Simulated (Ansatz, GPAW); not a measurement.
Given: the input of a run of GPAW 26.7.0 (ASE script) on InP. 

The input run.py:

```python
from ase.dft.bandgap import bandgap
from ase.io import read, write
from ase.units import GPa
from gpaw import GPAW, PW

atoms = read('POSCAR')

calc = GPAW(mode=PW(600),
            xc='PBE',
            kpts={'size': (8, 8, 8), 'gamma': True},
            occupations={'name': 'methfessel-paxton', 'order': 0, 'width': 0.025},
            nbands=18,
            convergence={'density': 1e-05, 'energy': 1e-05},
            maxiter=150,
            txt='gpaw.txt')
atoms.calc = calc
energy = atoms.get_potential_energy()
forces = atoms.get_forces()
stress = atoms.get_stress()
calc.write('gs.gpw')
write('result.traj', atoms)
print(f'Energy: {energy:.6f} eV')
print('Forces (eV/A):')
print(forces.round(4))
print('Stress (GPa):', (stress / GPa).round(3))
print('Fermi level:', round(calc.get_fermi_level(), 4), 'eV')
print(f'Gap: {bandgap(calc)[0]:.4f} eV, direct: {bandgap(calc, direct=True)[0]:.4f} eV')
```

POSCAR

```
InP
1.0
    0.0000000000      2.9305000000      2.9305000000
    2.9305000000      0.0000000000      2.9305000000
    2.9305000000      2.9305000000      0.0000000000
In P
1 1
Direct
    0.0000000000      0.0000000000      0.0000000000
    0.7500000000      0.7500000000      0.7500000000
```

Potentials or basis: GPAW PAW data sets (gpaw-data 1.2.1), pw.

The run is started by

```bash
$ OMP_NUM_THREADS=1 python run.py
```

Q: What does the same run look like in Ansatz 0.2.0? Potentials or basis there: all-electron LAPW, scalar-relativistic.

A: As run (cutoffs and basis follow the program's own potentials, and thresholds, step limits or extra output files can differ):

input.yaml

```yaml
crystal:
  lattice:
    - [0.0, 2.9305, 2.9305]
    - [2.9305, 0.0, 2.9305]
    - [2.9305, 2.9305, 0.0]
  atoms:
    - { symbol: In, position: [0.0, 0.0, 0.0] }
    - { symbol: P, position: [0.75, 0.75, 0.75] }
kpoints:
  mp_grid: { grid: [8, 8, 8] }
scf:
  occupations: { method: gaussian, width: 0.025 }
hamiltonian:
  xc: pbe
  pseudopotentials: { kind: all_electron, lapw: { basis_error: 0.001 } }
output:
  forces: true
  stress: true
  eigenvalues: true
```

Potentials or basis: all-electron LAPW, scalar-relativistic.

Command:

```console
$ ansatz run input.yaml --threads 1 --pin off --max-ram 3072MiB --backend cpu --events-out ev --progress --plain --runs-dir out
```

Both were run:

|  | GPAW | Ansatz |
| --- | --- | --- |
| Pressure | 3.0 GPa | 3.3 GPa |

Where Ansatz's input types no cutoff or centring, it takes its own default and a Γ-centred mesh.

Pressure is positive in compression.
